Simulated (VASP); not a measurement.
Crystal: Ag.

```xyz
1
Lattice="-1.6557 1.6557 1.6557 1.6557 -1.6557 1.6557 1.6557 1.6557 -1.6557" Properties=species:S:1:pos:R:3 pbc="T T T"
Ag    0.0000    0.0000    0.0000
```

This isn't the form of Ag at room conditions, which is fcc.

```yaml
Program: VASP 6.6.1
Task: relaxation of cell and atoms
Functional: PBEsol
Dispersion: D4
Potentials_or_basis: VASP PAW PBE potentials, release 64 (Ag)
Cutoff: 600 eV
k_mesh: 11 × 11 × 11
Occupations: fermi-dirac, width 0.05 eV
Spin: no spin polarisation
```

At the start: pressure -10.0 GPa; volume 18.15 Å³/atom.

Q: How do energy, volume and symmetry change on relaxing?

A: Over 3 steps the energy falls by 63.6 meV/atom and the volume is 16.35 Å³/atom (-9.9 %); space group Im-3m (No. 229, to 0.05 Å).

The path:
| step | energy change (eV) | largest force (eV/Å) | pressure (GPa) | volume (Å³) |
| --- | --- | --- | --- | --- |
| 1 | 0.0000 | 0.0000 | -10.04 | 18.15 |
| 2 | -0.0347 | 0.0000 | 9.76 | 15.33 |
| 3 | -0.0636 | 0.0000 | -0.08 | 16.35 |

Final structure:
```
Ag
1.0
    -1.59902    1.59902    1.59902
     1.59902   -1.59902    1.59902
     1.59902    1.59902   -1.59902
Ag
1
Cartesian
  0.0000 0.0000 0.0000
```

Caveat: the PAW data sets were made with another functional, which shifts forces and pressure a little; pairwise dispersion overbinds metals, which lowers pressure and volume.
